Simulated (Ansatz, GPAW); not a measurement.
## Li: 3 runs at one level of theory

```
Li
1.0
    -1.75465    1.75465    1.75465
     1.75465   -1.75465    1.75465
     1.75465    1.75465   -1.75465
Li
1
Direct
  0.00000 0.00000 0.00000
```

Alike in all runs: task single point; functional PBE; k mesh 11 × 11 × 11; occupations gaussian, width 0.025 eV; no spin polarisation; no spin-orbit coupling. Pressure is positive in compression and, in plane waves, holds the error of the finite cutoff, which Ansatz's Pulay term estimates and takes out.

| program and potentials | plane-wave cutoff (eV) | notes | pressure (GPa) |
| --- | --- | --- | --- |
| Ansatz, Ansatz PAW | 420 | 3 valence electrons an atom on average | ? |
| Ansatz, all-electron LAPW, scalar-relativistic | - | - | -0.80 |
| GPAW, GPAW PAW data sets (gpaw-data 1.2.1) | 800 | 1 valence electrons an atom on average | -0.79 |

Problem. Estimate from the other rows what the run with Ansatz, Ansatz PAW gave.

Solution. Pressure -0.81 GPa. The other rows, which needn't bracket it: pressure -0.80 to -0.79.
